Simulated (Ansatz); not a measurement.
# NiAs-type HfC

Method: PBE, scalar-relativistic; no spin polarisation; PAW, 420 eV, Γ-centred 12×12×6 mesh, 0.05 eV Gaussian smearing; code Ansatz. The datasets are Ansatz's generated set soft_2.

```
CELL_PARAMETERS angstrom
3.26579 0.00000 0.00000
-1.63290 2.82826 0.00000
0.00000 0.00000 5.76631
ATOMIC_POSITIONS crystal
Hf 0.00000 0.00000 0.00000
Hf 0.00000 0.00000 0.50000
C 0.33333 0.66667 0.25000
C 0.66667 0.33333 0.75000
```

The structure was built from a prototype; whether the compound forms in it isn't claimed.

The cell has space group P6_3/mmc (read at 0.01 Å). In it the stress is 0.02, 0.02, 0.02, 0.00, 0.00, 0.00 GPa and the largest force component 0.000 eV/Å. Each change below starts from this cell, without further relaxation. Stress is in GPa, positive in compression, in the order xx, yy, zz, yz, xz, xy; energies are counted from the cell above and are free energies with the smearing's entropy, which match forces and stress in a metal.

Task: What happens when atom 1 (Hf) is moved by 0.20 Å along z?

Result: The energy changes by 460.3 meV per cell, and the force on it along the shift is -4.654 eV/Å (−F/u = 23.27 eV/Å²). Stress: 1.53, 1.53, 4.69, 0.00, 0.00, 0.00.
| atom | Fx (eV/Å) | Fy | Fz |
| --- | --- | --- | --- |
| Hf1 | 0.000 | 0.000 | -4.654 |
| Hf2 | 0.000 | 0.000 | 3.233 |
| C3 | 0.000 | 0.000 | 0.918 |
| C4 | 0.000 | 0.000 | 0.504 |
In a harmonic crystal the energy would rise by −½F·u = ½ × 23.27 × 0.20² eV = 465.4 meV, which matches.

Task: One atom was moved along a Cartesian axis, and these forces appeared. Which atom, and about how far?
```
atom  Fx (eV/Å)     Fy      Fz
 Hf1      0.000  0.000   0.493
 Hf2      0.000  0.000   0.345
  C3      0.000  0.000   0.646
  C4      0.000  0.000  -1.484
```

Result: Atom 4 (C) is moved by 0.12 Å along z; the energy changes by 89.3 meV per cell.

Task: What stress follows from an engineering strain of 2 % in zz, atoms carried along?

Result: -1.08, -1.08, -11.56, 0.00, 0.00, 0.00 GPa; the energy changes by 39.2 meV per cell.
The change of the stress over the strain gives a clamped-atom stiffness of about 579 GPa for this component, a secant value that lies under the elastic constant in tension and over it in compression, by several per cent for each per cent of strain.
In a harmonic crystal the energy would rise by V(½Cε² − σ₀ε), with σ₀ the stress of the unstrained cell, = 38.4 meV, which matches.

Task: What stress follows from an engineering strain of 1 % in zz, atoms carried along?

Result: -0.53, -0.53, -5.97, 0.00, 0.00, 0.00 GPa; the energy changes by 10.0 meV per cell.
The change of the stress over the strain gives a clamped-atom stiffness of about 599 GPa for this component, a secant value that lies under the elastic constant in tension and over it in compression, by several per cent for each per cent of strain.
In a harmonic crystal the energy would rise by V(½Cε² − σ₀ε), with σ₀ the stress of the unstrained cell, = 9.9 meV, which matches.

Task: All atoms and the cell are disturbed at random:
```
CELL_PARAMETERS angstrom
3.25626 -0.00044 -0.00905
-1.62851 2.85573 -0.00788
-0.01598 -0.02530 5.82227
ATOMIC_POSITIONS crystal
Hf 0.98722 0.97551 0.99885
Hf 0.01200 0.02234 0.48530
C 0.31843 0.65049 0.26096
C 0.68235 0.35166 0.75489
```
Give the energy change, the stress and the forces.

Result: 169.0 meV per cell; stress -0.65, -1.43, -4.22, 0.67, 0.27, 0.01 GPa.
```
atom  Fx (eV/Å)      Fy      Fz
 Hf1     -0.028   0.067  -0.782
 Hf2     -0.024  -0.231   2.104
  C3      0.145   0.588  -1.011
  C4     -0.094  -0.425  -0.311
```

Task: All atoms and the cell are disturbed at random:
```xyz
4
Lattice="3.2657 -0.0031 0.0177 -1.6355 2.7729 0.0170 0.0312 0.0528 5.8407" Properties=species:S:1:pos:R:3 pbc="T T T"
Hf   -0.0209    0.0418   -0.0098
Hf    0.0039    0.0067    2.9029
C     0.0255    1.8491    1.4657
C     1.6685    0.9514    4.4369
```
Give the energy change, the stress and the forces.

Result: 60.9 meV per cell; stress 2.65, 7.22, -5.96, -1.67, -0.69, 0.36 GPa.
```
atom  Fx (eV/Å)      Fy      Fz
 Hf1      0.009  -0.002   0.053
 Hf2     -0.045   0.017   0.307
  C3     -0.015  -0.016   0.274
  C4      0.051   0.000  -0.634
```

No spin–orbit coupling, a notable omission for heavy elements.
